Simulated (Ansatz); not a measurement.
**Screening in KI (Fm-3m)**

How strongly does KI (Fm-3m) screen? Routes: perturbation theory, a sum over states and the RPA step of G0W0.

Calculated with Ansatz 0.2.0; linear response on PBE, plane waves, PAW.

Most raw output is cut from this account.

## Step 1: The starting structure

Symmetry: Fm-3m, No. 225, cubic system. The conventional cell has a = 7.066 Å, b = 7.066 Å, c = 7.066 Å, α = 90.00°, β = 90.00°, γ = 90.00°. Nearest to K lie 6 I at 3.53 Å. I has 6 K at 3.53 Å nearest. Farther neighbours and most contacts between anions are not listed.

The cell and positions come from the Crystallography Open Database and are kept as given unless a step says otherwise. Spin-orbit coupling is left out unless a step names it. The default PAW set here is soft_2. Its files were made with PBE.

## Step 2: Response to a homogeneous field

ε∞ sets how strongly the crystal screens. Perturbation theory gives it with local fields and without a sum over empty bands.

This step: dielectric response by perturbation theory, PBE, plane waves, PAW.

input.yaml

```yaml
crystal:
  lattice:
    - [0.0, 3.532775, 3.532775]
    - [3.532775, 0.0, 3.532775]
    - [3.532775, 3.532775, 0.0]
  atoms:
    - { symbol: K, position: [0.0, 0.0, 0.0] }
    - { symbol: I, position: [0.5, 0.5, 0.5] }
kpoints:
  mp_grid: { grid: [6, 6, 6] }
hamiltonian:
  xc: pbe
scf:
  occupations: { method: fixed }
dielectric: {}
```

Started as:

```bash
ansatz run input.yaml --threads 3 --pin off --max-ram 92160MiB --backend cuda --events-out ev --progress --plain --runs-dir out --devices 1 --max-vram 13GiB
```

Wall time 22 s (1 × NVIDIA H100 80GB HBM3 (shared by 6 runs) with 3 threads of AMD EPYC 7R13 (Zen 3), shared host); peak memory 1.2 GiB; 22 s of CPU time.

This step gave:

- stated error of ε∞: 0.006

One over ε∞ averages 0.35, above the quarter of exact exchange in PBE0, which should therefore fall short.

High-frequency dielectric tensor:

```
2.87 0.00 0.00
0.00 2.87 0.00
0.00 0.00 2.87
```

Born effective charge (e), principal values of the symmetric part by kind of site:

```tsv
atom	atoms with these values	low	middle	high	mean
K1	1	1.14	1.14	1.14	1.14
I2	1	-1.14	-1.14	-1.14	-1.14
```

In full for K1:

```
1.14 0.00 0.00
0.00 1.14 0.00
0.00 0.00 1.14
```

## Step 3: Independent-particle spectrum

The independent-particle spectrum shows where the oscillator strength lies, before excitons and local fields.

This step: independent-particle optics on PBE, plane waves, PAW.

Changes to input.yaml since step 2:

```diff
@@ -14,2 +14,4 @@
   occupations: { method: fixed }
-dielectric: {}
+  n_extra_bands: 60
+output:
+  optics: { e_range: [0, 25], de: 0.1, sigma: 0.2 }
```

The job ended after 13 s (1 × NVIDIA H100 80GB HBM3 (shared by 6 runs) with 3 threads; peak memory 1.2 GiB; 19 s of CPU time).

Numbers from this step:

```yaml
eps_infinity_without_local_fields_xx_yy_zz: 3.240, 3.240, 3.240
electrons_in_the_f_sum_xx_yy_zz: 22.94, 22.94, 22.94
bands_in_the_explicit_sum_the_static_value_is_completed_to_all_bands: 73
```

The sum gives ε∞ = 3.24 without local fields.

The ε₂, xx=yy=zz has structure finer than the step of the table below, so its rows give means over 0.5 eV, whole bins alone (the curve runs from 0 to 25 eV). Peaks (eV: height): 6.10: 6.52, 7.70: 6.28, 10.90: 1.28, 13.00: 1.65, 20.60: 1.62, 22.00: 2.04.

Independent particles, no local fields, Gaussian width 0.2 eV. Table of ε₂, xx=yy=zz by photon energy; means over each step:

photon energy (eV), ε₂, xx=yy=zz and a bar:
```
      3.0       0.00 
      3.5       0.00 
      4.0       0.21 #
      4.5       0.68 ###
      5.0       1.14 ######
      5.5       3.30 ################
      6.0       6.17 ##############################
      6.5       5.04 #########################
      7.0       3.65 ##################
      7.5       5.31 ##########################
      8.0       4.74 #######################
      8.5       3.43 #################
      9.0       2.91 ##############
      9.5       1.41 #######
     10.0       0.58 ###
     10.5       0.72 ####
     11.0       1.07 #####
     11.5       0.51 ##
     12.0       0.50 ##
     12.5       1.27 ######
     13.0       1.55 ########
     13.5       0.92 ####
     14.0       0.55 ###
     14.5       0.31 ##
     15.0       0.29 #
     15.5       0.36 ##
     16.0       0.31 #
     16.5       0.25 #
     17.0       0.29 #
     17.5       0.47 ##
     18.0       0.58 ###
     18.5       0.62 ###
     19.0       0.75 ####
     19.5       0.87 ####
     20.0       0.96 #####
     20.5       1.52 #######
     21.0       0.92 ####
     21.5       0.62 ###
     22.0       1.70 ########
     22.5       1.09 #####
     23.0       0.38 ##
     23.5       0.18 #
     24.0       0.42 ##
     24.5       0.44 ##
```

The loss function, xx=yy=zz has structure finer than the step of the table below, so its rows give means over 1 eV, whole bins alone (the curve runs from 0 to 25 eV). Peaks (eV: height): 10.2: 2.10, 11.4: 1.62, 14.3: 1.92, 21.1: 1.24, 23.2: 4.60, 24.8: 1.88.

Independent particles, no local fields, Gaussian width 0.2 eV. Loss function, xx=yy=zz against photon energy; means over each step:

```tsv
photon energy (eV)	loss function, xx=yy=zz
3	0
4	0.0104
5	0.0339
6	0.107
7	0.193
8	0.216
9	0.291
10	1.09
11	1.07
12	0.630
13	0.636
14	1.63
15	0.717
16	0.454
17	0.248
18	0.339
19	0.371
20	0.404
21	0.821
22	0.520
23	2.25
24	1.06
```

## Step 4: RPA screening from the G0W0 run

Now the one-shot GW correction: screening in the RPA, then the self-energy of the levels asked for.

This step: G0W0 on PBE, plane waves, PAW.

input.yaml, the sections that differ from step 3:

```yaml
kpoints:
  mp_grid: { grid: [4, 4, 4] }
scf:
  occupations: { method: fixed }
gw:
  n_empty_bands: 566
  ecut_chi: 200.0
  qp_bands: [v2, c2]
  qp_kpoints: band_edges
  screening: { model: contour_deformation }
# crystal, hamiltonian: as in step 3
# output: removed
```

The job ended after 26 s (1 × NVIDIA H100 80GB HBM3 (shared by 6 runs) with 3 threads; peak memory 1.6 GiB; 26 s of CPU time).

This step gave:

- bands summed: 579
- RPA ε∞ on this mesh (eigenvalues): 2.638, 2.638, 2.638
- plane waves in the screening matrix: 537
- G0W0 gap on the mesh: 6.147 eV
- k of the valence top: 0, 0, 0
- k of the conduction bottom: 0, 0, 0
- starting gap on the mesh: 3.967 eV
- least direct G0W0 gap on the computed points: 6.147 eV

The gap on the mesh goes from 3.97 eV to 6.15 eV, a correction of +2.18 eV. Between the two edge states, bare exchange in place of the xc potential would open the gap by 6.67 eV, and correlation takes back 4.49 eV.

Mean over the mesh in bins of 0.25 1/Å. Static inverse dielectric function, diagonal against length of q+G:

```tsv
length of q+G (Å⁻¹)	static inverse dielectric function, diagonal
0.41	0.419
0.71	0.472
1.27	0.600
1.52	0.658
1.74	0.709
2.00	0.761
2.51	0.831
2.75	0.857
2.99	0.879
3.51	0.916
3.76	0.929
4.01	0.941
4.25	0.950
4.75	0.964
5.01	0.969
5.26	0.974
5.75	0.981
6.01	0.984
6.26	0.986
6.50	0.988
7.00	0.992
7.18	0.993
```

## Step 5: The values together

Times are wall times on 1 × NVIDIA H100 80GB HBM3 (shared by 6 runs) with 3 threads of AMD EPYC 7R13 (Zen 3), shared host, good to a factor of about two.

```tsv
method	mesh	ε∞, low	middle	high	mean	time
perturbation theory (local fields and xc kernel)	6×6×6 (response on 216 points)	2.87	2.87	2.87	2.87	22 s
sum over states (no local fields)	6×6×6	3.24	3.24	3.24	3.24	13 s
RPA with local fields, on the GW mesh	4×4×4	2.64	2.64	2.64	2.64	26 s
```

## Step 6: What came out

* perturbation theory (local fields and xc kernel): 2.87, 2.87, 2.87
* sum over states (no local fields): 3.24, 3.24, 3.24
* RPA with local fields, on the GW mesh: 2.64, 2.64, 2.64

What this shows: Mean Born effective charge: K1 1.14, I2 -1.14 e. Distinct peaks of the ε₂, xx=yy=zz stand at 6.1, 7.7, 13.0, 20.6 and 22.0 eV; the one at 6.1 eV is strongest. The most distinct maxima of the loss function, xx=yy=zz lie at 10.2, 11.4, 14.3, 23.2 and 24.8 eV, the highest at 23.2 eV. The sum without local fields gives 3.24 in the mean against 2.87 by perturbation theory; local fields lower ε∞ and the xc kernel gives part of it back, though the sum also carries the error of its own mesh. The RPA values on the 4×4×4 mesh average 0.92 times those of perturbation theory (means 2.64 and 2.87). Without the xc kernel RPA should lie a little lower, as the mean does. PBE usually puts the gap too low, which tends to raise ε∞. Ions are clamped, so the lattice part of the static constant is not in these numbers.

[Paths, hosts, dates, memory and timing lines, banners, echoed tables and standing remarks are left out of the program output.]

[Logs are printed without paths, hosts, clocks, repeated set-up lines and the standing remarks that a program may print on its own settings, such as how far it seeks lower states.]

[Runs of the session that timed out or met a known fault of the program may be left out.]

[Cells called generated may have been cut or substituted from an entry of the Crystallography Open Database or the Materials Project.]

[Hosts, paths, dates, database ids (printed as entryN), source tags and the programs' standing remarks are cut or masked in the printed files.]
